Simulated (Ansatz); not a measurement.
## Nb: the change of energy above lowest point and pressure with volume per atom

Equation of state of a cubic crystal from periodic Kohn-Sham density functional theory without spin; pressure corrected for the finite basis. The results are calculated, by Ansatz 0.2.0 development build.

Cell of the first row (space group Fd-3m, No. 227):
```
CELL_PARAMETERS angstrom
0.00000 2.89540 2.89540
2.89540 0.00000 2.89540
2.89540 2.89540 0.00000
ATOMIC_POSITIONS crystal
Nb 0.00000 0.00000 0.00000
Nb 0.25000 0.25000 0.25000
```

Settings of every row: formula Nb; structure type diamond; functional PBE; spin treatment none; k mesh 16x16x16; occupation method fermi-dirac; occupation width 0.061225619 eV; wave cutoff 708 eV; datasets hand-made PAW; density cutoff ratio 4.

Limits: a cubic model structure, not a phase known at ambient conditions; some atoms lie unusually close (a squeezed, shaken or made-up cell); the SCF threshold is loose for a stress in some rows.

```csv
row,volume per atom (Å³),energy above lowest point (meV/atom),pressure (GPa)
1,24.274,20.24,4.574
2,24.791,8.35,2.836
3,25.307,1.78,1.267
4,25.823,0,-0.135
5,26.34,2.49,-1.388
6,26.856,8.81,-2.512
7,27.373,?,?
```

Question: what energy above lowest point and pressure should row 7 give?

Worked fit of energy above lowest point. Take u = (V_r/V)^(2/3) − 1 with V_r = 25.565 Å³ an atom, which is twice the finite (Eulerian) strain; such expansions in the strain, on which the Birch-Murnaghan equation of state is built, carry the rest volume and the bulk modulus. The shown rows have u = 0.03515, 0.02071, 0.00679, -0.00667, -0.01971, -0.03231. Least squares give energy above lowest point = 0.329 + 131.47 × u + 12281.8 × u² + 2708 × u³ meV/atom; a parabola predicts inner rows, each left out in turn, worse (root mean square 0.035 against 0.012 meV/atom). The rows lie off it by 0.00, 0.01, -0.01, 0.00, 0.00, 0.00. Its lowest point lies at u = -0.0054, or V = 25.77 Å³ an atom, and the curvature there gives the bulk modulus at fixed shape and fractions, B = (4/9)(1 + u)² E″(u)/V = 66.9 GPa. The withheld row has u = -0.04453, so the fit gives 0.329 + 131.47 × (-0.04453) + 12281.8 × (-0.04453)² + 2708 × (-0.04453)³ = 18.59 meV/atom.

The calculation gave 18.57 meV/atom. The fit lies 0.02 meV/atom (0.099 % of the column's range) above it; its largest miss of a shown row is 0.01 meV/atom. This row lies beyond the range of the fit.

Worked fit of pressure. Take u = (V_r/V)^(2/3) − 1 with V_r = 25.565 Å³ an atom, which is twice the finite (Eulerian) strain; such expansions in the strain, on which the Birch-Murnaghan equation of state is built, carry the rest volume and the bulk modulus. The shown rows have u = 0.03515, 0.02071, 0.00679, -0.00667, -0.01971, -0.03231. Least squares give pressure = 0.5485 + 104.203 × u + 294.45 × u² GPa; a straight line predicts inner rows, each left out in turn, worse (root mean square 0.13 against 0.004 GPa). The rows lie off it by -0.001, 0.003, -0.003, -0.002, 0.003, -0.001. The pressure vanishes at u = -0.0053, or V = 25.77 Å³ an atom, and there the bulk modulus at fixed shape and fractions is B = −V dP/dV = (2/3)(1 + u) dP/du = 67 GPa. The withheld row has u = -0.04453, so the fit gives 0.5485 + 104.203 × (-0.04453) + 294.45 × (-0.04453)² = -3.508 GPa.

The calculation gave -3.525 GPa. The fit lies 0.017 GPa (0.21 % of the column's range) above it; its largest miss of a shown row is 0.003 GPa. This row lies beyond the range of the fit.
